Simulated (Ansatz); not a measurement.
# Cu₂O — electric field gradients

The cell is a COD entry, its atoms then relaxed with PBE in this cell.

Space group Pn-3m:1 (No. 224); a = 4.2685 Å.

```
site  Wyckoff  site symmetry       x       y       z
  Cu       4b           .-3m  0.2500  0.2500  0.2500
   O       2a           -43m  0.0000  0.0000  0.0000
```

One atom of each set is listed.

Computed with Ansatz: DFT, r2SCAN, plane waves and PAW, scalar-relativistic, 500 eV cutoff, Γ-centred 7×7×7 k-points, Fermi–Dirac smearing 0.02 eV.

Conventions: |V_zz| ≥ |V_yy| ≥ |V_xx|, η = (V_xx − V_yy)/V_zz, C_Q = eQV_zz/h.

65Cu: I = 3/2, Q = -204.0 mb; ¹⁷O: I = 5/2, Q = -25.58 mb. Nuclear quadrupole moments: year-2017 set (Pyykkö).

```csv
site,atoms,first shell,V_zz (10²¹ V/m²),η,C_Q (MHz)
Cu,4,"2 O at 1.85 Å, angle 180°",-7.72,0.00,38.1
O,2,4 Cu at 1.85 Å,0.00,–,0
```

An axis of threefold or higher order runs through Cu, so V_zz lies along it and η is zero. O sits on a cubic site, where every gradient vanishes.

Semilocal functionals underestimate gradients at Cu(I) with two or three neighbours, in Cu₂O by a fifth to nearly a half.
